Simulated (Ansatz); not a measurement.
The following input was run with Ansatz 0.2.0.

```yaml
crystal:
  lattice:
    - [18.3, 0.0, 0.0]
    - [0.0, 9.3, 0.0]
    - [0.0, 0.0, 2.4665450959]
  atoms:
    - { symbol: C, position: [0.2860018412, 0.5, 0.5] }
    - { symbol: C, position: [0.4027281096, 0.5, 0.0] }
    - { symbol: C, position: [0.5194543781, 0.5, 0.5] }
    - { symbol: C, position: [0.6361806465, 0.5, 0.0] }
    - { symbol: C, position: [0.752906915, 0.5, 0.5] }
    - { symbol: C, position: [0.247093085, 0.5, 0.0] }
    - { symbol: C, position: [0.3638193535, 0.5, 0.5] }
    - { symbol: C, position: [0.4805456219, 0.5, 0.0] }
    - { symbol: C, position: [0.5972718904, 0.5, 0.5] }
    - { symbol: C, position: [0.7139981588, 0.5, 0.0] }
basis:
  ecutwfc: 420
kpoints:
  mp_grid: { grid: [1, 1, 36] }
hamiltonian:
  xc: pbe
scf:
  occupations: { method: gaussian, width: 0.05 }
output:
  forces: true
  stress: true
  eigenvalues: true
  populations: true
  write_density: true
  write_potential: true
  elf: true
  volumetric_format: npy
relax:
  adjacent_minimum: "off"
  f_tol: 0.02
  max_steps: 45
  cell: { fix: [a, b, alpha, beta, gamma], stress_tol: 0.03 }
```

Run as
```bash
ansatz run input.yaml --threads 4 --pin off --max-ram 11264MiB --backend cpu --events-out ev --progress --plain --runs-dir out
```

Level of theory: DFT PBE, scalar-relativistic, plane waves, PAW (Ansatz).

From the run's log, abridged:

```
Pseudopotentials: kind: paw
Pseudopotential: C, paw, valence charge 4, recommended cutoff 420 eV (normal)
Functional definition: PBE
Crystal: 10 atoms, lattice volume = 419.781 Å³
Basis set: ecut = 420 eV, 8171 PW (Γ), exchange–correlation on 250×128×36 points (8 copies of the dense FFT grid, shifted against one another)
Bands: 30, of which v1, the nominal top of the filled ones, is band 20 counted from 1 (19 counted from 0)
Symmetry: 8 space group operations
Space group: Pmma (ITA 51), of the structure as read, at distance tolerance 7.5e-5 Å
k-points: 19 of 36
Initial density: superposition of atomic densities (neutral atoms: chi_scale 0, normalization atom), corrected by the library's trained network
Initial wavefunctions: pseudopotential atomic-orbital guess
Functional: x = pbe(κ = 0.804, μ = 0.21951497), c = pbe(β = 0.06672455)
SCF iter   1: F=—  HF=-2502.850968 eV  |F-HF|=—  |Δ(HF+E_count)|=         —  Δρ=1.29e-2  dr2=7.30e-1  ethr=1.77e-3  ⟨swp⟩=11.6  Hψ=4148  notcnv=0  defer=44
SCF iter   2: F=—  HF=-2502.765430 eV  |F-HF|=—  |Δ(HF+E_count)|=   8.55e-2  Δρ=8.08e-3  dr2=4.15e-1  ethr=1.77e-3  ⟨swp⟩=4.1  Hψ=1202  notcnv=0  defer=87
SCF iter   3: F=—  HF=-2502.730590 eV  |F-HF|=—  |Δ(HF+E_count)|=   3.48e-2  Δρ=6.29e-3  dr2=2.84e-1  ethr=1.04e-3  ⟨swp⟩=3.0  Hψ=912  notcnv=0  defer=87
SCF iter   4: F=—  HF=-2502.715080 eV  |F-HF|=—  |Δ(HF+E_count)|=   1.55e-2  Δρ=3.15e-3  dr2=7.48e-2  ethr=7.11e-4  ⟨swp⟩=1.9  Hψ=551  notcnv=0  defer=87
SCF iter   5: F=—  HF=-2502.706610 eV  |F-HF|=—  |Δ(HF+E_count)|=   8.47e-3  Δρ=1.90e-3  dr2=3.08e-2  ethr=1.87e-4  ⟨swp⟩=2.9  Hψ=967  notcnv=0  defer=84
SCF iter   6: F=—  HF=-2502.701950 eV  |F-HF|=—  |Δ(HF+E_count)|=   4.66e-3  Δρ=9.75e-4  dr2=1.10e-2  ethr=7.71e-5  ⟨swp⟩=2.7  Hψ=879  notcnv=0  defer=84
SCF iter   7: F=—  HF=-2502.700768 eV  |F-HF|=—  |Δ(HF+E_count)|=   1.18e-3  Δρ=5.11e-4  dr2=2.06e-3  ethr=2.76e-5  ⟨swp⟩=2.3  Hψ=849  notcnv=0  defer=82
SCF iter   8: F=—  HF=-2502.700997 eV  |F-HF|=—  |Δ(HF+E_count)|=   2.29e-4  Δρ=1.87e-4  dr2=2.35e-4  ethr=5.14e-6  ⟨swp⟩=2.0  Hψ=849  notcnv=0  defer=82
SCF iter   9: F=—  HF=-2502.701047 eV  |F-HF|=—  |Δ(HF+E_count)|=   5.05e-5  Δρ=8.50e-5  dr2=2.61e-5  ethr=5.88e-7  ⟨swp⟩=2.3  Hψ=810  notcnv=0  defer=82
SCF iter  10: F=—  HF=-2502.701199 eV  |F-HF|=—  |Δ(HF+E_count)|=   1.52e-4  Δρ=5.03e-5  dr2=8.53e-6  ethr=6.54e-8  ⟨swp⟩=2.7  Hψ=917  notcnv=0  defer=82
SCF iter  11: F=—  HF=-2502.701203 eV  |F-HF|=—  |Δ(HF+E_count)|=   4.30e-6  Δρ=2.93e-5  dr2=2.89e-6  ethr=2.13e-8  ⟨swp⟩=2.2  Hψ=837  notcnv=0  defer=82
SCF iter  12: F=—  HF=-2502.701206 eV  |F-HF|=—  |Δ(HF+E_count)|=   2.50e-6  Δρ=8.17e-6  dr2=2.58e-7  ethr=7.23e-9  ⟨swp⟩=2.4  Hψ=797  notcnv=0  defer=82
SCF iter  13: F=-2502.701206 eV  HF=-2502.701206 eV  |F-HF|=8.56e-8  |Δ(HF+E_count)|=   1.53e-7  Δρ=2.55e-6  dr2=2.39e-8  ethr=2.50e-10  ⟨swp⟩=23.7  Hψ=5403  notcnv=0
SCF 1 converged in 13 iterations: F = -2502.701206 eV  dr2 = 2.39e-8
relax step   1: F+E_penalty+E_count = -2502.70120598 eV  Δ(F+E_penalty+E_count) = +0.000e0 eV  max|allowed force component| = 2.890e0 eV/Å  Δτ_max = 0.0000 Å  P = +0.033 GPa  Ω = 419.781 Å³  fix = [a, b, alpha, beta, gamma]  reactions: a +0.020, b -0.004 GPa (13 SCF iters, dr2 threshold 1.00e-7 eV, accepted)
Crystal: 10 atoms, lattice volume = 421.729 Å³
Basis set: ecut = 420 eV, 8211 PW (Γ), exchange–correlation on 250×128×36 points (8 copies of the dense FFT grid, shifted against one another)
Initial density: handed on by an earlier stage of this run
Initial wavefunctions: those handed on with the density
SCF iter   1: F=—  HF=-2502.850407 eV  |F-HF|=—  |Δ(HF+E_count)|=         —  Δρ=2.33e-3  dr2=1.78e-2  ethr=4.23e-5  ⟨swp⟩=2.6  Hψ=2557  notcnv=0
SCF iter   2: F=—  HF=-2502.845515 eV  |F-HF|=—  |Δ(HF+E_count)|=   4.89e-3  Δρ=1.26e-3  dr2=5.80e-3  ethr=4.23e-5  ⟨swp⟩=2.5  Hψ=1107  notcnv=0
SCF iter   3: F=—  HF=-2502.844909 eV  |F-HF|=—  |Δ(HF+E_count)|=   6.06e-4  Δρ=5.29e-4  dr2=1.36e-3  ethr=1.45e-5  ⟨swp⟩=2.0  Hψ=1076  notcnv=0
SCF iter   4: F=—  HF=-2502.844854 eV  |F-HF|=—  |Δ(HF+E_count)|=   5.52e-5  Δρ=3.08e-4  dr2=6.45e-4  ethr=3.40e-6  ⟨swp⟩=2.9  Hψ=945  notcnv=0
SCF iter   5: F=—  HF=-2502.844956 eV  |F-HF|=—  |Δ(HF+E_count)|=   1.02e-4  Δρ=1.09e-4  dr2=1.36e-4  ethr=1.61e-6  ⟨swp⟩=2.6  Hψ=988  notcnv=0
SCF iter   6: F=—  HF=-2502.844953 eV  |F-HF|=—  |Δ(HF+E_count)|=   3.67e-6  Δρ=6.17e-5  dr2=2.85e-5  ethr=3.40e-7  ⟨swp⟩=1.0  Hψ=570  notcnv=0
SCF iter   7: F=—  HF=-2502.844957 eV  |F-HF|=—  |Δ(HF+E_count)|=   3.92e-6  Δρ=3.63e-5  dr2=7.29e-6  ethr=7.12e-8  ⟨swp⟩=2.4  Hψ=859  notcnv=0
SCF iter   8: F=—  HF=-2502.844960 eV  |F-HF|=—  |Δ(HF+E_count)|=   3.05e-6  Δρ=1.62e-5  dr2=1.52e-6  ethr=1.82e-8  ⟨swp⟩=2.6  Hψ=932  notcnv=0
SCF iter   9: F=-2502.844960 eV  HF=-2502.844960 eV  |F-HF|=3.38e-8  |Δ(HF+E_count)|=   6.24e-7  Δρ=2.02e-6  dr2=1.76e-8  ethr=2.50e-9  ⟨swp⟩=15.4  Hψ=4738  notcnv=0
SCF 2 converged in 9 iterations: F = -2502.844960 eV  dr2 = 1.76e-8
relax step   2: F+E_penalty+E_count = -2502.84496036 eV  Δ(F+E_penalty+E_count) = -1.438e-1 eV  max|allowed force component| = 1.915e0 eV/Å  Δτ_max = 0.0264 Å  P = -0.123 GPa  Ω = 421.729 Å³  energy of the carried Pulay correction = -1.350e-3 eV  fix = [a, b, alpha, beta, gamma]  reactions: a +0.169, b -0.009 GPa (9 SCF iters, dr2 threshold 1.00e-6 eV, accepted)
Crystal: 10 atoms, lattice volume = 416.354 Å³
Basis set: ecut = 420 eV, 8071 PW (Γ), exchange–correlation on 250×128×36 points (8 copies of the dense FFT grid, shifted against one another)
SCF iter   1: F=—  HF=-2502.914479 eV  |F-HF|=—  |Δ(HF+E_count)|=         —  Δρ=7.18e-3  dr2=1.95e-1  ethr=5.00e-4  ⟨swp⟩=2.8  Hψ=2681  notcnv=0  defer=2
SCF iter   2: F=—  HF=-2502.855509 eV  |F-HF|=—  |Δ(HF+E_count)|=   5.90e-2  Δρ=3.55e-3  dr2=3.94e-2  ethr=4.86e-4  ⟨swp⟩=3.3  Hψ=1165  notcnv=0
SCF iter   3: F=—  HF=-2502.847778 eV  |F-HF|=—  |Δ(HF+E_count)|=   7.73e-3  Δρ=1.48e-3  dr2=1.22e-2  ethr=9.86e-5  ⟨swp⟩=2.0  Hψ=1134  notcnv=0  defer=35
SCF iter   4: F=—  HF=-2502.846779 eV  |F-HF|=—  |Δ(HF+E_count)|=   9.99e-4  Δρ=8.37e-4  dr2=4.29e-3  ethr=3.05e-5  ⟨swp⟩=2.1  Hψ=645  notcnv=0  defer=49
SCF iter   5: F=—  HF=-2502.846182 eV  |F-HF|=—  |Δ(HF+E_count)|=   5.97e-4  Δρ=3.83e-4  dr2=1.12e-3  ethr=1.07e-5  ⟨swp⟩=2.1  Hψ=883  notcnv=0  defer=52
SCF iter   6: F=—  HF=-2502.846094 eV  |F-HF|=—  |Δ(HF+E_count)|=   8.86e-5  Δρ=1.60e-4  dr2=1.99e-4  ethr=2.80e-6  ⟨swp⟩=2.3  Hψ=889  notcnv=0  defer=52
SCF iter   7: F=—  HF=-2502.846217 eV  |F-HF|=—  |Δ(HF+E_count)|=   1.23e-4  Δρ=6.05e-5  dr2=2.76e-5  ethr=4.98e-7  ⟨swp⟩=2.1  Hψ=813  notcnv=0  defer=52
SCF iter   8: F=—  HF=-2502.846218 eV  |F-HF|=—  |Δ(HF+E_count)|=   1.03e-6  Δρ=3.17e-5  dr2=6.05e-6  ethr=6.89e-8  ⟨swp⟩=2.0  Hψ=826  notcnv=0  defer=52
SCF iter   9: F=-2502.846217 eV  HF=-2502.846217 eV  |F-HF|=1.48e-7  |Δ(HF+E_count)|=   7.89e-7  Δρ=1.19e-5  dr2=9.00e-7  ethr=2.50e-9  ⟨swp⟩=16.9  Hψ=5244  notcnv=0
SCF iter  10: F=-2502.846218 eV  HF=-2502.846217 eV  |F-HF|=1.20e-7  |Δ(HF+E_count)|=   2.64e-7  Δρ=3.92e-6  dr2=6.23e-8  ethr=2.25e-9  ⟨swp⟩=11.3  Hψ=4394  notcnv=0
SCF 3 converged in 10 iterations: F = -2502.846218 eV  dr2 = 6.23e-8
relax step   3: F+E_penalty+E_count = -2502.84621759 eV  Δ(F+E_penalty+E_count) = -1.257e-3 eV  max|allowed force component| = 8.138e-1 eV/Å  Δτ_max = 0.0529 Å  P = +1.317 GPa  Ω = 416.354 Å³  energy of the carried Pulay correction = +2.391e-3 eV  fix = [a, b, alpha, beta, gamma]  (10 SCF iters, dr2 threshold 1.00e-6 eV, rejected (line search))
Crystal: 10 atoms, lattice volume = 422.224 Å³
Basis set: ecut = 420 eV, 8239 PW (Γ), exchange–correlation on 250×128×36 points (8 copies of the dense FFT grid, shifted against one another)
SCF iter   1: F=—  HF=-2502.965376 eV  |F-HF|=—  |Δ(HF+E_count)|=         —  Δρ=4.41e-3  dr2=6.76e-2  ethr=1.72e-4  ⟨swp⟩=2.4  Hψ=2573  notcnv=0
SCF iter   2: F=—  HF=-2502.942668 eV  |F-HF|=—  |Δ(HF+E_count)|=   2.27e-2  Δρ=2.34e-3  dr2=1.95e-2  ethr=1.69e-4  ⟨swp⟩=2.6  Hψ=1171  notcnv=0
SCF iter   3: F=—  HF=-2502.937948 eV  |F-HF|=—  |Δ(HF+E_count)|=   4.72e-3  Δρ=6.54e-4  dr2=2.54e-3  ethr=4.87e-5  ⟨swp⟩=2.0  Hψ=1106  notcnv=0
SCF iter   4: F=—  HF=-2502.937834 eV  |F-HF|=—  |Δ(HF+E_count)|=   1.15e-4  Δρ=3.69e-4  dr2=8.68e-4  ethr=6.36e-6  ⟨swp⟩=2.9  Hψ=1104  notcnv=0  defer=4
SCF iter   5: F=—  HF=-2502.937777 eV  |F-HF|=—  |Δ(HF+E_count)|=   5.62e-5  Δρ=1.43e-4  dr2=1.86e-4  ethr=2.17e-6  ⟨swp⟩=2.4  Hψ=1006  notcnv=0  defer=4
SCF iter   6: F=—  HF=-2502.937776 eV  |F-HF|=—  |Δ(HF+E_count)|=   1.64e-6  Δρ=6.76e-5  dr2=3.38e-5  ethr=4.66e-7  ⟨swp⟩=2.4  Hψ=878  notcnv=0  defer=4
SCF iter   7: F=—  HF=-2502.937877 eV  |F-HF|=—  |Δ(HF+E_count)|=   1.01e-4  Δρ=2.52e-5  dr2=5.93e-6  ethr=8.45e-8  ⟨swp⟩=2.5  Hψ=960  notcnv=0  defer=4
SCF iter   8: F=—  HF=-2502.937886 eV  |F-HF|=—  |Δ(HF+E_count)|=   8.57e-6  Δρ=8.22e-6  dr2=6.83e-7  ethr=1.48e-8  ⟨swp⟩=2.5  Hψ=839  notcnv=0  defer=4
SCF iter   9: F=—  HF=-2502.937904 eV  |F-HF|=—  |Δ(HF+E_count)|=   1.85e-5  Δρ=2.84e-6  dr2=3.84e-8  ethr=1.71e-9  ⟨swp⟩=2.5  Hψ=843  notcnv=0  defer=4
SCF iter  10: F=—  HF=-2502.937904 eV  |F-HF|=—  |Δ(HF+E_count)|=   3.73e-8  Δρ=8.42e-7  dr2=2.72e-9  ethr=9.59e-11  ⟨swp⟩=2.5  Hψ=918  notcnv=0  defer=4
SCF iter  11: F=—  HF=-2502.937904 eV  |F-HF|=—  |Δ(HF+E_count)|=   1.04e-8  Δρ=1.92e-7  dr2=1.17e-10  ethr=6.79e-12  ⟨swp⟩=2.3  Hψ=909  notcnv=0  defer=4
SCF iter  12: F=-2502.937904 eV  HF=-2502.937904 eV  |F-HF|=9.55e-12  |Δ(HF+E_count)|=  2.43e-10  Δρ=4.47e-8  dr2=8.81e-12  ethr=1.00e-12  ⟨swp⟩=11.2  Hψ=3315  notcnv=0
SCF iter  13: F=-2502.937904 eV  HF=-2502.937904 eV  |F-HF|=6.37e-12  |Δ(HF+E_count)|=  1.46e-11  Δρ=1.18e-8  dr2=7.48e-13  ethr=1.00e-12  ⟨swp⟩=5.1  Hψ=2640  notcnv=0
SCF iter  14: F=-2502.937904 eV  HF=-2502.937904 eV  |F-HF|=5.91e-12  |Δ(HF+E_count)|=  3.64e-12  Δρ=3.79e-9  dr2=5.71e-14  ethr=1.00e-12  ⟨swp⟩=4.0  Hψ=2243  notcnv=0
SCF 4 converged in 14 iterations: F = -2502.937904 eV  dr2 = 5.71e-14
relax step   4: F+E_penalty+E_count = -2502.93790417 eV  Δ(F+E_penalty+E_count) = -9.294e-2 eV  max|allowed force component| = 2.333e-1 eV/Å  Δτ_max = 0.0264 Å  P = -0.013 GPa  Ω = 422.224 Å³  energy of the carried Pulay correction = -1.692e-3 eV  fix = [a, b, alpha, beta, gamma]  reactions: a +0.041, b -0.011 GPa (14 SCF iters, accepted)
Crystal: 10 atoms, lattice volume = 422.222 Å³
SCF iter   1: F=—  HF=-2502.939822 eV  |F-HF|=—  |Δ(HF+E_count)|=         —  Δρ=5.92e-4  dr2=1.16e-3  ethr=2.85e-6  ⟨swp⟩=2.0  Hψ=2217  notcnv=0
SCF iter   2: F=—  HF=-2502.939518 eV  |F-HF|=—  |Δ(HF+E_count)|=   3.04e-4  Δρ=3.22e-4  dr2=3.07e-4  ethr=2.85e-6  ⟨swp⟩=2.0  Hψ=1094  notcnv=0
SCF iter   3: F=—  HF=-2502.939570 eV  |F-HF|=—  |Δ(HF+E_count)|=   5.24e-5  Δρ=6.55e-5  dr2=1.86e-5  ethr=7.67e-7  ⟨swp⟩=2.0  Hψ=1050  notcnv=0
SCF iter   4: F=—  HF=-2502.939578 eV  |F-HF|=—  |Δ(HF+E_count)|=   7.86e-6  Δρ=2.89e-5  dr2=5.15e-6  ethr=4.66e-8  ⟨swp⟩=2.5  Hψ=875  notcnv=0
SCF iter   5: F=—  HF=-2502.939578 eV  |F-HF|=—  |Δ(HF+E_count)|=   5.79e-7  Δρ=1.40e-5  dr2=1.78e-6  ethr=1.29e-8  ⟨swp⟩=3.0  Hψ=998  notcnv=0
SCF iter   6: F=-2502.939579 eV  HF=-2502.939579 eV  |F-HF|=1.05e-7  |Δ(HF+E_count)|=   3.27e-7  Δρ=6.56e-6  dr2=2.99e-7  ethr=2.50e-9  ⟨swp⟩=14.8  Hψ=4712  notcnv=0
SCF 5 converged in 6 iterations: F = -2502.939579 eV  dr2 = 2.99e-7
relax step   5: F+E_penalty+E_count = -2502.93957863 eV  Δ(F+E_penalty+E_count) = -1.674e-3 eV  max|allowed force component| = 5.132e-2 eV/Å  Δτ_max = 0.0051 Å  P = -0.010 GPa  Ω = 422.222 Å³  energy of the carried Pulay correction = -1.691e-3 eV  fix = [a, b, alpha, beta, gamma]  reactions: a -0.025, b -0.011 GPa (6 SCF iters, dr2 threshold 1.00e-6 eV, accepted)
Crystal: 10 atoms, lattice volume = 422.347 Å³
SCF iter   1: F=—  HF=-2502.939607 eV  |F-HF|=—  |Δ(HF+E_count)|=         —  Δρ=3.14e-4  dr2=4.40e-4  ethr=1.08e-6  ⟨swp⟩=2.0  Hψ=2173  notcnv=0
SCF iter   2: F=—  HF=-2502.939529 eV  |F-HF|=—  |Δ(HF+E_count)|=   7.74e-5  Δρ=1.67e-4  dr2=9.89e-5  ethr=1.08e-6  ⟨swp⟩=2.0  Hψ=1010  notcnv=0
SCF iter   3: F=—  HF=-2502.939626 eV  |F-HF|=—  |Δ(HF+E_count)|=   9.72e-5  Δρ=5.05e-5  dr2=2.50e-5  ethr=2.47e-7  ⟨swp⟩=2.0  Hψ=899  notcnv=0
SCF iter   4: F=—  HF=-2502.939633 eV  |F-HF|=—  |Δ(HF+E_count)|=   6.34e-6  Δρ=2.54e-5  dr2=8.34e-6  ethr=6.25e-8  ⟨swp⟩=1.0  Hψ=570  notcnv=0
SCF iter   5: F=—  HF=-2502.939633 eV  |F-HF|=—  |Δ(HF+E_count)|=   1.03e-7  Δρ=1.16e-5  dr2=7.96e-7  ethr=2.08e-8  ⟨swp⟩=2.5  Hψ=814  notcnv=0
SCF iter   6: F=-2502.939633 eV  HF=-2502.939633 eV  |F-HF|=6.11e-8  |Δ(HF+E_count)|=   1.37e-7  Δρ=4.12e-6  dr2=8.35e-8  ethr=4.11e-10  ⟨swp⟩=14.6  Hψ=4574  notcnv=0
SCF 6 converged in 6 iterations: F = -2502.939633 eV  dr2 = 8.35e-8
relax step   6: F+E_penalty+E_count = -2502.93963308 eV  Δ(F+E_penalty+E_count) = -5.444e-5 eV  max|allowed force component| = 1.793e-2 eV/Å  Δτ_max = 0.0036 Å  P = +0.006 GPa  Ω = 422.347 Å³  energy of the carried Pulay correction = -1.777e-3 eV  fix = [a, b, alpha, beta, gamma]  reactions: a +0.037, b -0.012 GPa (6 SCF iters, dr2 threshold 1.65e-7 eV, accepted)
Initial wavefunctions: pseudopotential atomic-orbital guess (no wavefunctions were taken with the density)
SCF iter   1: F=—  HF=-2502.941230 eV  |F-HF|=—  |Δ(HF+E_count)|=         —  Δρ=2.05e-5  dr2=3.16e-7  ethr=7.84e-7  ⟨swp⟩=4.1  Hψ=5609  notcnv=0  defer=1
SCF iter   2: F=—  HF=-2502.941372 eV  |F-HF|=—  |Δ(HF+E_count)|=   1.42e-4  Δρ=3.36e-6  dr2=5.17e-8  ethr=7.91e-10  ⟨swp⟩=3.3  Hψ=1207  notcnv=0  defer=1
SCF iter   3: F=—  HF=-2502.941372 eV  |F-HF|=—  |Δ(HF+E_count)|=   3.39e-9  Δρ=1.64e-6  dr2=1.87e-8  ethr=1.29e-10  ⟨swp⟩=2.0  Hψ=907  notcnv=0  defer=1
SCF iter   4: F=—  HF=-2502.941372 eV  |F-HF|=—  |Δ(HF+E_count)|=   1.07e-9  Δρ=7.88e-7  dr2=5.32e-9  ethr=4.66e-11  ⟨swp⟩=2.4  Hψ=888  notcnv=0  defer=1
SCF iter   5: F=—  HF=-2502.941372 eV  |F-HF|=—  |Δ(HF+E_count)|=   7.93e-9  Δρ=4.04e-7  dr2=1.36e-9  ethr=1.33e-11  ⟨swp⟩=1.1  Hψ=566  notcnv=0  defer=1
SCF iter   6: F=—  HF=-2502.941372 eV  |F-HF|=—  |Δ(HF+E_count)|=   7.64e-9  Δρ=1.21e-7  dr2=1.06e-10  ethr=3.40e-12  ⟨swp⟩=2.6  Hψ=765  notcnv=0  defer=1
SCF iter   7: F=-2502.941372 eV  HF=-2502.941372 eV  |F-HF|=5.91e-12  |Δ(HF+E_count)|=  5.28e-10  Δρ=4.33e-8  dr2=9.17e-12  ethr=1.00e-12  ⟨swp⟩=13.3  Hψ=3544  notcnv=0
SCF 7 converged in 7 iterations: F = -2502.941372 eV  dr2 = 9.17e-12
WARN: The output density's exchange-correlation potential varies sharply where the density is thin. Do not read a vacuum level from v_tot or v_xc, or from such a field of the output density. On a cell that repeats whose density bears no net charge and no dipole along the vacuum's axis use v_es (v_loc + v_h of the components); under efield.dipole_correction with no amplitude use v_es + v_field, which holds any external_charges[].barrier, or the levels of the report's work_function block, which leave it out; under a non-zero efield.amplitude the vacuum is tilted and has no level; on a cell that repeats and bears such a dipole with no correction it is tilted too, and efield.dipole_correction wi ...
SCF converged after 7 iterations
Free energy (F): -2502.941372 eV
Harris-Foulkes:  -2502.941372 eV  (|F-HF|=5.91e-12)
Internal energy: -2502.934960 eV  (E = F + TS)
E sigma→0 (E₀):  -2502.938166 eV
Entropy (-TS):   -0.006412 eV (-0.641 meV/atom)
Fermi energy:    -2.604849 eV
--- Per-component energies (eV) ---
  E_band       = -451.907987
  E_kinetic    = 895.836123
  E_local      = -9316.235728  (includes V_loc(G=0)·N_el)
  E_nonlocal   = 274.178088
  E_hartree    = 4174.018575
  E_xc         = -475.118168
  E_vxc        = -587.554277  (∫ρ·V_xc dr)
  E_paw        = -991.992131  (= ΣΔE_a)
  E_vpaw       = -66.169310  (= ΣTr[D̂ρ^β])
  E_aug_tail   = 0.000072  (compensation charges beyond the density's cutoff)
  E_ewald      = 2936.378210
  E_smearing   = -0.006412  (= −TS)
--- Forces (eV/Å), atoms counted from 1 ---
  atom   1  C     -0.00725153     0.00000000     0.00000000
  atom   2  C      0.01839941     0.00000000     0.00000000
  atom   3  C      0.00429574     0.00000000     0.00000000
  atom   4  C     -0.00477338     0.00000000     0.00000000
  atom   5  C      0.01585067     0.00000000     0.00000000
  atom   6  C     -0.01585067     0.00000000     0.00000000
  atom   7  C      0.00477338     0.00000000     0.00000000
  atom   8  C     -0.00429574     0.00000000     0.00000000
  atom   9  C     -0.01839941     0.00000000     0.00000000
  atom  10  C      0.00725153     0.00000000     0.00000000
--- Stress (GPa, compression-positive) ---
        0.045153       0.000000       0.000000
        0.000000      -0.001321       0.000000
        0.000000       0.000000      -0.003735
  P = ⅓ Tr σ = 0.0134 GPa (0.134 kbar)
--- Band table (eV; the first three rows and the last of 19) ---
  k-point 0: bands = ["-21.8977", "-21.2520", "-20.2039", "-18.8345", "-17.2896", "-14.2444", "-11.8311", "-9.9410", "-9.3486", "-9.2155", "-9.1308", "-8.7529", "-8.1171", "-8.0392", "-7.2038", "-6.9713", "-6.8181", "-6.3192", "-5.5563", "-2.5173", "-2.3691", "0.1814", "0.9366", "1.6757", "2.3037", "2.3351", "2.7825", "3.1998", "3.2991", "3.3330"]
  k-point 1: bands = ["-21.8843", "-21.2387", "-20.1910", "-18.8221", "-17.2780", "-14.2344", "-11.8241", "-9.9248", "-9.3499", "-9.1993", "-9.1887", "-8.8102", "-8.1010", "-8.0928", "-7.2693", "-6.9698", "-6.8022", "-6.3730", "-5.5400", "-2.5146", "-2.3734", "0.1755", "0.9549", "1.6941", "2.2971", "2.3533", "2.7995", "3.2183", "3.3181", "3.3494"]
  k-point 2: bands = ["-21.8440", "-21.1990", "-20.1521", "-18.7850", "-17.2434", "-14.2046", "-11.8034", "-9.8763", "-9.3833", "-9.3309", "-9.1511", "-8.9766", "-8.2467", "-8.0532", "-7.4474", "-6.9802", "-6.7544", "-6.5300", "-5.4911", "-2.5080", "-2.3873", "0.1573", "1.0100", "1.7494", "2.2754", "2.4076", "2.8510", "3.2738", "3.3747", "3.3981"]
  k-point 18: bands = ["-17.7050", "-17.7050", "-17.1947", "-17.1947", "-15.9264", "-15.9264", "-14.8080", "-14.8080", "-13.6090", "-13.6090", "-10.5827", "-10.5827", "-9.3667", "-9.3667", "-5.2179", "-5.2179", "-4.9305", "-4.9305", "-3.1724", "-3.1724", "-2.2522", "-2.2522", "-0.7392", "-0.7392", "-0.1916", "-0.1916", "5.4228", "5.4228", "6.8252", "6.8252"]
--- Relaxed structure (6 steps of the walk, 5 accepted, 1 SCFs on fresh bases) ---
  F+E_penalty+E_count = -2502.94137179 eV   max|allowed force component| = 1.840e-2 eV/Å   (the final SCF, on the basis selected at the relaxed cell)
  cell:  # Å, volume = 422.3472 Å³
    - [18.3, -6.92723504e-138, 1.47976119e-112]
    - [-3.52039814e-138, 9.3, 4.31700141e-128]
    - [1.99447962e-113, 1.14495469e-128, 2.48162149]
  atoms:
    - { symbol: C, position: [0.28365843, 0.5, 0.5] }
    - { symbol: C, position: [0.40227625, 0.5, 0.0] }
    - { symbol: C, position: [0.51921154, 0.5, 0.5] }
    - { symbol: C, position: [0.63567437, 0.5, 0.0] }
    - { symbol: C, position: [0.74990382, 0.5, 0.5] }
    - { symbol: C, position: [0.25009617, 0.5, 0.0] }
    - { symbol: C, position: [0.36432562, 0.5, 0.5] }
    - { symbol: C, position: [0.48078845, 0.5, 0.0] }
    - { symbol: C, position: [0.59772374, 0.5, 0.5] }
    - { symbol: C, position: [0.71634156, 0.5, 0.0] }
--- Löwdin populations: 10 sites ---
  site symbol q [e]
     0      C      3.9875
     1      C      3.9627
     2      C      3.9510
     3      C      3.9192
     4      C      3.9299
     5      C      3.9299
     6      C      3.9192
     7      C      3.9510
     8      C      3.9627
     9      C      3.9875
  spilling = 0.012492 (of n_electrons = 40.000000)
```

The relaxation met its thresholds.

It took 25 s on 4 threads of Intel(R) Xeon(R) 6975P-C (Granite Rapids), with other jobs on the host, peak memory 0.92 GiB.